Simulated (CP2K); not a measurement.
Ir:

```xyz
1
Lattice="2.7091 0.0000 0.0000 1.3545 2.3461 0.0000 1.3545 0.7820 2.2119" Properties=species:S:1:pos:R:3 pbc="T T T"
Ir    0.0000    0.0000    0.0000
```

Base run:

```yaml
Program: CP2K 2026.2
Functional: vdW-DF-cx
Potentials_or_basis: POTENTIAL_UZH Ir GTH-PBE-q17; TZVP-MOLOPT-PBE-GTH basis
Density_cutoff: 9184 eV
k_mesh: 12 × 12 × 12
Occupations: fermi-dirac, width 0.05 eV
Spin: no spin polarisation
```

Its results: band gap on the k mesh none (metal or under the smearing width); pressure 0.9 GPa.

Problem. After a change of settings the same cell gave: band gap on the k mesh none (metal or under the smearing width); pressure -6.2 GPa. Which change was it?
A. functional from vdW-DF-cx to OLYP
B. functional from vdW-DF-cx to LDA
C. functional from vdW-DF-cx to PBE
D. functional from vdW-DF-cx to PBEsol

Solution. B.

Caveats: the potentials were made for another functional, which shifts forces and pressure; spin-orbit coupling is left out, which moves the levels of the heavy elements; the basis of atomic orbitals isn't converged, which shifts pressures, moduli and gaps.
